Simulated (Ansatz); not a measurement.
## Band structure of GaAs

```xyz
2
Lattice="0.0000 2.8268 2.8268 2.8268 0.0000 2.8268 2.8268 2.8268 0.0000" Properties=species:S:1:pos:R:3 pbc="T T T"
Ga    0.0000    0.0000    0.0000
As    4.2403    4.2403    4.2403
```

Atoms are numbered in the order listed.

The conventional cell has a = 5.654 Å, b = 5.654 Å, c = 5.654 Å, α = 90.00°, β = 90.00°, γ = 90.00°. Ga (atom 1) is surrounded by 4 As at 2.45 Å. As (atom 2) has 4 Ga at 2.45 Å as nearest neighbours.

The cell is COD entry 9008845, as deposited and not checked against the literature; nothing was relaxed.

The calculation used DFT, LDA, all-electron LAPW, scalar-relativistic (Ansatz 0.2.0).

Sampling and basis: a Γ-centred 11×11×11 k mesh, Fermi–Dirac smearing of 0.05 eV, basis error target 0.5 meV/atom, no spin polarisation.

Points in fractions of the reciprocal vectors of this cell: Γ (0, 0, 0), X (-0.5, -0.5, 0), U (-0.375, -0.375, 0.25), K (-0.375, 0, 0.375), L (0, 0, 0.5), W (-0.5, -0.25, 0.25). The path joins them by straight lines in the order Γ–X–U–K–Γ–L–W–X; legs that retrace an earlier one aren't tabulated. Energies are in eV from the top of the valence band.

(1) List the levels at Γ between -8 and 3.5 eV.

(2) List the levels at U between -8 and 3.5 eV.

(3) List the levels at X between -8 and 3.5 eV.

(4) What is the band gap?

## Answers

(1) 0.00 (×3), 0.28.

(2) -6.69, -3.88, -2.26, 1.86.

(3) -6.87, -2.68 (×2), 1.35, 1.56.

(4) 0.28 eV, direct at Γ (so small a gap may close at points that the mesh and path miss).
